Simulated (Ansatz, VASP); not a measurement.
GaN in VASP and in Ansatz

```xyz
2
Lattice="0.0000 2.2742 2.2742 2.2742 0.0000 2.2742 2.2742 2.2742 0.0000" Properties=species:S:1:pos:R:3 pbc="T T T"
Ga    0.0000    0.0000    0.0000
N     1.1371    1.1371    1.1371
```

Alike in both runs: task single point; functional PBE; k mesh 8 × 8 × 8; no spin polarisation.

```csv
,VASP,Ansatz
version,VASP 6.6.1,Ansatz 0.2.0
potentials or method,"VASP PAW PBE potentials, release 64 (Ga_d, N)","plane waves, PAW"
plane-wave cutoff (eV),520,420
occupations,"gaussian, width 0.01 eV",fixed
valence electrons in the cell,18,18
```

|  | VASP | Ansatz | Ansatz less VASP |
| --- | --- | --- | --- |
| gap on the k mesh at the Fermi level (eV) | 1.55 | 1.54 | -0.006 |
| pressure (GPa) | 0.1 | 0.0 | -0.10 |
